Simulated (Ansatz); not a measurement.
# InP: the cost of one run

Method: plane waves, PAW, in Ansatz 0.2.0.

1 further run of the same task is left out (it didn't finish). Runs told in other sessions of the task aren't counted.

### Step 1. The starting structure

The structure is cubic, space group Pm-3m (No. 221). Conventional cell: a = 3.413 Å, b = 3.413 Å, c = 3.413 Å, α = 90.00°, β = 90.00°, γ = 90.00°. In (site symmetry m-3m) is surrounded by 8 P at 2.96 Å. Around P (site symmetry m-3m) lie 8 In at 2.96 Å.

Coordinates:

```cif
data_structure
_symmetry_space_group_name_H-M 'Pm-3m'
_symmetry_Int_Tables_number 221
_cell_length_a 3.4134
_cell_length_b 3.4134
_cell_length_c 3.4134
_cell_angle_alpha 90.000
_cell_angle_beta 90.000
_cell_angle_gamma 90.000
_cell_volume 39.77
loop_
_atom_site_label
_atom_site_type_symbol
_atom_site_symmetry_multiplicity
_atom_site_Wyckoff_symbol
_atom_site_fract_x
_atom_site_fract_y
_atom_site_fract_z
_atom_site_occupancy
In1 In 1 a 0.00000 0.00000 0.00000 1
P1 P 1 b 0.50000 0.50000 0.50000 1
```

The cell was relaxed beforehand with r2SCAN; those runs aren't shown. No run includes spin-orbit coupling, which matters for In.

### Step 2. PBE, anion s p, 6×6×6

input.yaml reads:

```yaml
crystal:
  lattice:
    - [3.4134150559, 0.0, 0.0]
    - [0.0, 3.4134150559, 0.0]
    - [0.0, 0.0, 3.4134150559]
  atoms:
    - { symbol: In, position: [0.0, 0.0, 0.0] }
    - { symbol: P, position: [0.5, 0.5, 0.5] }
kpoints:
  mp_grid: { grid: [6, 6, 6] }
  band_path:
    path:
      - [[0.0, 0.0, 0.0], [2.871340078496e-51, 0.5, 4.701864830514e-36], [0.5, 0.5, -1.880745932205e-35], [0.0, 0.0, 0.0], [0.5, 0.5, 0.5], [2.871340078496e-51, 0.5, 4.701864830514e-36]]
      - [[0.5, 0.5, 0.5], [0.5, 0.5, -1.880745932205e-35]]
    npoints: 10
hamiltonian:
  xc: pbe
scf:
  occupations: { method: fermi_dirac, width: 0.02 }
  n_extra_bands: 6
output:
  forces: false
  stress: false
  eigenvalues: true
  wannier:
    kmesh: [6, 6, 6]
    projections: [{ species: P, l: s, shell: 3 }, { species: P, l: p, shell: 3 }]
    minimise: true
    write_hr: true
    conv_tol: 1.0e-08
    max_iter: 3000
```

Command:

```
ansatz run input.yaml --threads 4 --pin off --max-ram 3686MiB --backend cpu --events-out ev --progress --plain --runs-dir out
```

Q: Estimate wall time and peak memory on 4 threads of Arm Neoverse V1, shared host.

About 1.4 s, with a peak of 0.3 GiB.
